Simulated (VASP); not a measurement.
These are LDA (Ceperley-Alder, Perdew-Zunger), VASP's LDA PAW potentials (set 64) (plane waves; VASP 6.6.1) values and carry that method's errors.

Input for VASP

KPOINTS:
```
Automatic
0
Gamma
9 9 9
0 0 0
```

**INCAR**
```
! general
SYSTEM  = Li2O
PREC    = Accurate
ENCUT   = 620
LREAL   = .FALSE.
LASPH   = .TRUE.

! electronic loop
EDIFF   = 1E-6
NELM    = 100
ALGO    = Normal

! smearing
ISMEAR  = 0
SIGMA   = 0.05

! ions
IBRION  = 2
NSW     = 40
ISIF    = 3
EDIFFG  = -0.02
PSTRESS = 50

! output
LWAVE   = .FALSE.
LCHARG  = .FALSE.
```

POSCAR:
```
Li2O
1.0
  0.0000000000   2.2076522094   2.2076522094
  2.2076522094   0.0000000000   2.2076522094
  2.2076522094   2.2076522094   0.0000000000
Li O
2 1
Cartesian
  1.1038261047   1.1038261047   1.1038261047
  3.3114783141   3.3114783141   3.3114783141
  0.0000000000   0.0000000000   0.0000000000
```

POTCAR, in this order: Li_sv O (LDA.64 set). Program: vasp_std.

The run wrote:

### OUTCAR
```
 ion  position               nearest neighbor table
   1  0.250  0.250  0.250-   3 1.91   3 1.91   3 1.91   3 1.91   2 2.21   2 2.21   2 2.21   2 2.21
                             2 2.21   2 2.21
   2  0.750  0.750  0.750-   3 1.91   3 1.91   3 1.91   3 1.91   1 2.21   1 2.21   1 2.21   1 2.21
                             1 2.21   1 2.21
   3  0.000  0.000  0.000-   2 1.91   2 1.91   2 1.91   1 1.91   2 1.91   1 1.91   1 1.91   1 1.91
  LATTYP: Found a face centered cubic cell.
 ALAT       =     4.4153044188
 Subroutine PRICEL returns:
 Original cell was already a primitive cell.
 Subroutine GETGRP returns: Found 48 space group operations
The static configuration has the point symmetry O_h .
The dynamic configuration has the point symmetry O_h .
 Subroutine INISYM returns: Found 48 space group operations
 Subroutine IBZKPT returns following result:
 Found     35 irreducible k-points:

 Following reciprocal coordinates:
            Coordinates               Weight
  0.000000  0.000000  0.000000      1.000000
  0.111111  0.000000  0.000000      8.000000
  0.222222  0.000000  0.000000      8.000000
  0.333333  0.000000  0.000000      8.000000
  0.444444  0.000000  0.000000      8.000000
  0.111111  0.111111  0.000000      6.000000
  0.222222  0.111111  0.000000     24.000000
  0.333333  0.111111  0.000000     24.000000
  0.444444  0.111111  0.000000     24.000000
 -0.444444  0.111111  0.000000     24.000000
 -0.333333  0.111111  0.000000     24.000000
 -0.222222  0.111111  0.000000     24.000000
 -0.111111  0.111111  0.000000     12.000000
  0.222222  0.222222  0.000000      6.000000
  0.333333  0.222222  0.000000     24.000000
  0.444444  0.222222  0.000000     24.000000
 -0.444444  0.222222  0.000000     24.000000
 -0.333333  0.222222  0.000000     24.000000
 -0.222222  0.222222  0.000000     12.000000
  0.333333  0.333333  0.000000      6.000000
  0.444444  0.333333  0.000000     24.000000
 -0.444444  0.333333  0.000000     24.000000
 -0.333333  0.333333  0.000000     12.000000
  0.444444  0.444444  0.000000      6.000000
 -0.444444  0.444444  0.000000     12.000000
  0.333333  0.222222  0.111111     24.000000
  0.444444  0.222222  0.111111     48.000000
 -0.444444  0.222222  0.111111     48.000000
  0.444444  0.333333  0.111111     24.000000
 -0.444444  0.333333  0.111111     48.000000
 -0.333333  0.333333  0.111111     48.000000
 -0.222222  0.333333  0.111111     24.000000
 -0.444444  0.444444  0.111111     24.000000
 -0.333333  0.444444  0.111111     24.000000
 -0.333333  0.444444  0.222222     24.000000
   k-points           NKPTS =     35   k-points in BZ     NKDIM =     35   number of bands    NBANDS=     10
   number of dos      NEDOS =    301   number of ions     NIONS =      3
   total plane-waves  NPLWV =  21952
   dimension x,y,z NGX =    28 NGY =   28 NGZ =   28
   dimension x,y,z NGXF=    56 NGYF=   56 NGZF=   56
   ions per type =               2   1
   PREC   = accura    normal or accurate (medium, high low for compatibility)
   ISTART =      0    job   : 0-new  1-cont  2-samecut
   ICHARG =      2    charge: 1-file 2-atom 10-const
   ISPIN  =      1    spin polarized calculation?
   LNONCOLLINEAR =      F non collinear calculations
   LSORBIT =      F    spin-orbit coupling
   INIWAV =      1    electr: 0-lowe 1-rand  2-diag
   ENCUT  =  620.0 eV  45.57 Ry    6.75 a.u.   6.34  6.34  6.34*2*pi/ulx,y,z
   NELM   =    100;   NELMIN=  2; NELMDL= -5     # of ELM steps
   EDIFF  = 0.1E-05   stopping-criterion for ELM
   LREAL  =      F    real-space projection
   NLSPLINE    = F    spline interpolate recip. space projectors
   LMAXMIX     =    2 max onsite mixed and CHGCAR
   VOSKOWN=      0    Vosko Wilk Nusair interpolation
   EDIFFG = -.2E-01   stopping-criterion for IOM
...
```

**OSZICAR**
```
       N       E                     dE             d eps       ncg     rms          rms(c)
DAV:   1     0.396170355696E+02    0.39617E+02   -0.71572E+03   700   0.147E+03
DAV:   2    -0.124312217998E+02   -0.52048E+02   -0.50504E+02   802   0.247E+02
DAV:   3    -0.174423075839E+02   -0.50111E+01   -0.49902E+01  1288   0.667E+01
DAV:   4    -0.174999506231E+02   -0.57643E-01   -0.57620E-01   930   0.812E+00
DAV:   5    -0.175009312694E+02   -0.98065E-03   -0.98060E-03  1064   0.603E-01    0.736E+00
DAV:   6    -0.157963635692E+02    0.17046E+01   -0.88183E+00   704   0.196E+01    0.269E+00
DAV:   7    -0.157522262004E+02    0.44137E-01   -0.19775E-01   788   0.406E+00    0.144E+00
DAV:   8    -0.157311065514E+02    0.21120E-01   -0.59145E-02   898   0.274E+00    0.316E-01
DAV:   9    -0.157302188466E+02    0.88770E-03   -0.68294E-03   904   0.804E-01    0.102E-01
DAV:  10    -0.157303078829E+02   -0.89036E-04   -0.33048E-04   784   0.176E-01    0.372E-02
DAV:  11    -0.157302926802E+02    0.15203E-04   -0.28708E-05   822   0.749E-02    0.680E-03
DAV:  12    -0.157302924561E+02    0.22407E-06   -0.20745E-06   808   0.161E-02
   1 F= -.15058738E+02 E0= -.15058738E+02  d E =-.150587E+02
```

OUTCAR:
```
------------------------ aborting loop because EDIFF is reached ----------------------------------------
  FORCE on cell =-STRESS in cart. coord.  units (eV):
  Direction    XX          YY          ZZ          XY          YZ          ZX
  --------------------------------------------------------------------------------------
  Total        0.6748705      0.6748705      0.6748705     -0.0000000     -0.0000000      0.0000000
  in kB       50.2468725     50.2468725     50.2468725     -0.0000000     -0.0000000      0.0000000
  external PRESSURE =       0.2468725 kB  Pullay stress =      50.0000000 kB
  volume of cell :       21.52
      direct lattice vectors                 reciprocal lattice vectors
     0.000000000  2.207652209  2.207652209    -0.226484950  0.226484950  0.226484950
     2.207652209  0.000000000  2.207652209     0.226484950 -0.226484950  0.226484950
     2.207652209  2.207652209  0.000000000     0.226484950  0.226484950 -0.226484950
 POSITION                                       TOTAL-FORCE (eV/Angst)
 -----------------------------------------------------------------------------------
      1.10383      1.10383      1.10383         0.000000      0.000000      0.000000
      3.31148      3.31148      3.31148        -0.000000     -0.000000     -0.000000
      0.00000      0.00000      0.00000         0.000000     -0.000000      0.000000
 -----------------------------------------------------------------------------------
    total drift:                                0.000000      0.000000      0.000000
  FREE ENERGIE OF THE ION-ELECTRON SYSTEM (eV)
  ---------------------------------------------------
  free  energy   TOTEN  =       -15.7302924561 eV

  energy  without entropy=      -15.7302924561  energy(sigma->0) =      -15.73029246
  enthalpy is  TOTEN    =       -15.0587377662 eV   P V=        0.6715546899

 reached required accuracy - stopping structural energy minimisation
```
(Selected blocks of OUTCAR.)

The compound is Li2O in the antifluorite structure. It was relaxed first under an external pressure of 5 GPa.
